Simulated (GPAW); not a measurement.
Rh:

```
CELL_PARAMETERS angstrom
0.00000 1.89785 1.89785
1.89785 0.00000 1.89785
1.89785 1.89785 0.00000
ATOMIC_POSITIONS crystal
Rh 0.00000 0.00000 0.00000
```

* Program: GPAW 26.7.0
* Task: single point
* Functional: PBE
* Potentials or basis: GPAW PAW data sets (gpaw-data 1.2.1)
* Cutoff: 600 eV
* Basis: pw
* k mesh: 12 × 12 × 12
* Occupations: fermi-dirac, width 0.05 eV
* Spin: no spin polarisation

On this cell: pressure 9.3 GPa; band gap on the k mesh none (metal or under the smearing width).

The same run follows on a disturbed copy (cell strained at random at fixed volume):

```
Rh
1.0
    -0.03933    1.88309    1.96246
     1.90193    0.03281    1.89032
     1.92465    1.83367    0.01009
Rh
1
Direct
  0.00477 0.00350 0.99418
```

Question: What does the disturbed cell give?

Answer: The energy (extrapolated to zero smearing) moves by +43.1 meV/atom; pressure 10.6 GPa; band gap on the k mesh none (metal or under the smearing width).

Stress tensor (GPa, compression positive):
```
  5.64   2.04   5.51
  2.04  17.65 -10.12
  5.51 -10.12   8.45
```
